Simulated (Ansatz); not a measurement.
BN: pressure against volume per atom

All results are calculated (Ansatz 0.2.0). Periodic Kohn-Sham DFT of a crystal at fixed atoms; pressure and stress are positive in compression; the energy is the free energy less that of spherical unpolarised free atoms; site moments are those in the method's own spheres, positive along +z.

Cell of the first row (space group F-43m, No. 216):
```
cell vectors (Å)
   0.0000     1.7879     1.7879
   1.7879     0.0000     1.7879
   1.7879     1.7879     0.0000
atoms (fractions of the cell vectors)
B   0.00000  0.00000  0.00000
N   0.25000  0.25000  0.25000
```

Settings of every row: method frozen-core PAW; functional PBE; relativity scalar; k mesh 16x16x16; filling fermi-dirac; smearing width 0.03 eV; wave cutoff 420 eV; paw set soft_2.

Atom start moment: 0 on all atoms.

```csv
row,volume per atom (Å³),pressure (GPa)
1,5.715,16.334
2,5.834,?
3,5.953,-0.007
4,6.072,-7.091
5,6.191,-13.547
```

Question: what pressure should row 2 give?

Worked fit of pressure. Take u = (V_r/V)^(2/3) − 1 with V_r = 6.0125 Å³ an atom, which is twice the finite (Eulerian) strain; such expansions in the strain, on which the Birch-Murnaghan equation of state is built, carry the rest volume and the bulk modulus. The shown rows have u = 0.03441, 0.00665, -0.00654, -0.01932. Least squares give pressure = −3.6333 + 537.243 × u + 1250.33 × u² GPa; a straight line predicts inner rows, each left out in turn, worse (root mean square 0.55 against 0.0048 GPa). The rows lie off it by 0.000, -0.002, 0.002, -0.001. The pressure vanishes at u = 0.0067, or V = 5.953 Å³ an atom, and there the bulk modulus at fixed shape and fractions is B = −V dP/dV = (2/3)(1 + u) dP/du = 372 GPa. The withheld row has u = 0.0203, so the fit gives −3.6333 + 537.243 × (0.0203) + 1250.33 × (0.0203)² = 7.788 GPa.

The calculation gave 7.781 GPa. The fit lies 0.007 GPa (0.023 % of the column's range) above it; its largest miss of a shown row is 0.002 GPa.
